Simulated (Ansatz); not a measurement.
# Pt: the cost of one run

Method: DFT PBEsol, scalar-relativistic, plane waves, PAW, in Ansatz 0.2.0.

2 further runs of the same task are left out: 2 set aside as unsound or not needed. Runs told in other sessions of the task aren't counted.

### 1 The system as given

The structure is hexagonal, space group P6_3/mmc (No. 194). Conventional cell: a = 2.725 Å, b = 2.725 Å, c = 4.707 Å, α = 90.00°, β = 90.00°, γ = 120.00°. Pt (site symmetry -6m2) has 12 Pt at 2.73 to 2.83 Å in its first shell of neighbours.

Coordinates:

```
Pt
1.0
     2.72517    0.00000    0.00000
    -1.36258    2.36007    0.00000
     0.00000    0.00000    4.70681
Pt
2
Cartesian
  1.3626 0.7867 3.5301
  0.0000 1.5734 1.1767
```

It goes back to an entry of the Materials Project, which need not be the stable form.

This cell was relaxed beforehand with the same method: volume 15.14 Å³/atom, gap on the mesh none (metal).

### 2 The reference cell

Reference values: F = -24767.5333 eV; pressure 0.13 GPa; largest force 0.000 eV/Å; gap on the mesh none (metal). It was computed beforehand with the settings of the runs below.

### 3 Next: an energy map of one atom

Atom 1 (Pt) is moved by p along (1.000, 0.000, 0.000) and q along (0.000, 1.000, 0.000) (Å), all else fixed; its images in the other cells move with it. Points alike by symmetry are run once.

### 4 p = -0.450, q = -0.450

input.yaml

```yaml
crystal:
  lattice:
    - [2.7251696203, 0.0, 0.0]
    - [-1.3625848102, 2.3600661208, 0.0]
    - [0.0, 0.0, 4.7068056308]
  atoms:
    - { symbol: Pt, position: [0.4062030185, 0.1426607094, 0.75] }
    - { symbol: Pt, position: [0.3333333333, 0.6666666667, 0.25] }
basis:
  ecutwfc: 420
kpoints:
  mp_grid: { grid: [24, 24, 14] }
hamiltonian:
  xc: pbesol
scf:
  occupations: { method: gaussian, width: 0.15 }
output:
  forces: true
  stress: true
  eigenvalues: true
```

Launch:

```
$ ansatz run input.yaml --threads 2 --pin off --max-ram 5120MiB --backend cpu --events-out ev --progress --plain --runs-dir out
```

**Question.** How long does this run take on 2 threads of AMD EPYC 9R45 (Zen 5), shared host, and how much memory does it need?

About 10 s, with a peak of 1.4 GiB.
